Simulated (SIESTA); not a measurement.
MgB2:

```
Mg B
1.0
     3.08500    0.00000    0.00000
    -1.54250    2.67169    0.00000
     0.00000    0.00000    3.52300
Mg B
1 2
Direct
  0.00000 0.00000 0.00000
  0.66667 0.33333 0.50000
  0.33333 0.66667 0.50000
```

Base run:

| Item | Value |
| --- | --- |
| Program | SIESTA 5.4.2 |
| Functional | PBE |
| Potentials or basis | PseudoDojo 0.4 standard (PBE files) |
| Basis | DZP (energy shift 0.003 Ry; two zetas on semicore shells) |
| Grid cutoff | 800 Ry |
| Energy shift | 0.003 Ry |
| k mesh | 10 × 10 × 8 |
| Occupations | fermi-dirac, width 0.05 eV |
| Spin | no spin polarisation |

Its results: band gap on the k mesh none (metal or under the smearing width); pressure 4.1 GPa.

The run is repeated on the same cell with these changes: functional from PBE to LDA; potentials or basis from PseudoDojo 0.4 standard (PBE files) to PseudoDojo 0.4 standard (LDA files). What comes out?

Band gap on the k mesh none (metal or under the smearing width); pressure -2.1 GPa.

Caveats: the basis of atomic orbitals isn't converged, which shifts pressures, moduli and gaps.

Not every run made on this cell is shown here.
